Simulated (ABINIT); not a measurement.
Input of an ABINIT 10.8.3 (patched build) run:

The input run.abi:

```
pp_dirpath "./"
pseudos "Sb.upf"

acell 5.9715345538 5.9715345538 5.9715345538
rprim
     1.0000000000     0.0000000000     0.0000000000
     0.0000000000     1.0000000000     0.0000000000
     0.0000000000     0.0000000000     1.0000000000
ntypat 1
znucl 51
natom 1
typat 1
chkprim 0
chksymtnons 0
tolsym 1.0e-6
xred
            0.0            0.0            0.0

ecut 40.0
ecutsm 0.5

kptopt 1
ngkpt 6 6 6
nshiftk 1
shiftk 0.0 0.0 0.0

ixc -116133

nband 12
occopt 3
tsmear 0.00183747

nstep 80
tolvrs 1.0e-12

iomode 3
prteig 0
prtebands 0
prtwf 0
prtden 0

ionmov 2
optcell 2
ntime 50
tolmxf 2.0e-5
dilatmx 1.08
```

Potentials or basis: PseudoDojo NC SR PBEsol v0.4.1 standard.

Run with:

```console
$ mpirun --bind-to none -np 4 abinit run.abi > log 2>&1
```

(1) Predict the relaxed cell.

(2) What does it give for the relaxed volume?

Answers

(1) a = 3.066 Å, b = 3.066 Å, c = 3.066 Å, α = 90.00°, β = 90.00°, γ = 90.00°.

(2) 28.83 Å³/atom.
